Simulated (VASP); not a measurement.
Set up this calculation in VASP 6.6.1, as the native input.

```yaml
Task: relaxation of cell and atoms
Functional: revPBE
Potentials_or_basis: VASP PAW PBE potentials, release 64 (Ca_sv)
Cutoff: 600 eV
k_mesh: 8 × 8 × 8
Occupations: fermi-dirac, width 0.05 eV
Spin: no spin polarisation
Further_INCAR_settings: ALGO = Normal; EDIFF = 1e-06; IBRION = 2; EDIFFG = -0.02; NSW = 40; ISIF = 3
```

The structure of Ca lies in POSCAR:

```
Ca
1.0
   -2.2400000000      2.2400000000      2.2400000000
    2.2400000000     -2.2400000000      2.2400000000
    2.2400000000      2.2400000000     -2.2400000000
Ca
1
Direct
    0.0000000000      0.0000000000      0.0000000000
```

This isn't the form of Ca at room conditions, which is fcc.

One way to write it, as run:

INCAR

```
SYSTEM = Ca
ALGO = Normal
EDIFF = 1E-6
EDIFFG = -0.02
ENCUT = 600
GGA = RE
IBRION = 2
ISIF = 3
ISMEAR = -1
LASPH = .TRUE.
LCHARG = .FALSE.
LREAL = .FALSE.
LWAVE = .FALSE.
NELM = 60
NSW = 40
PREC = Accurate
SIGMA = 0.05
```

KPOINTS

```
k-points
0
G
  8 8 8
  0 0 0
```

Potentials or basis: VASP PAW PBE potentials, release 64 (Ca_sv).

Launch:

```sh
$ cat potpaw_PBE.64/Ca_sv/POTCAR > POTCAR
$ mpirun -np 1 vasp_std > vasp.out
```

Results of the run:

| Item | Value |
| --- | --- |
| Relaxed volume | 44.11 Å³/atom |
| Relaxed cell | a = 3.855 Å, b = 3.855 Å, c = 3.855 Å, α = 109.47°, β = 109.47°, γ = 109.47° |
| Space group after relaxing (to 0.05 Å) | Im-3m (No. 229) |
| Energy gained by relaxing | 0.9 meV/atom |
| Ionic steps | 3 |
| Pressure after relaxing | 0.0 GPa |
| Band gap on the k mesh | none (metal or under the smearing width) |

Caveat: the PAW data sets were made with another functional, which shifts forces and pressure a little.

It took 14 s on 1 thread of Intel(R) Xeon(R) 6975P-C (Granite Rapids), on a shared host, peak memory 0.18 GiB.
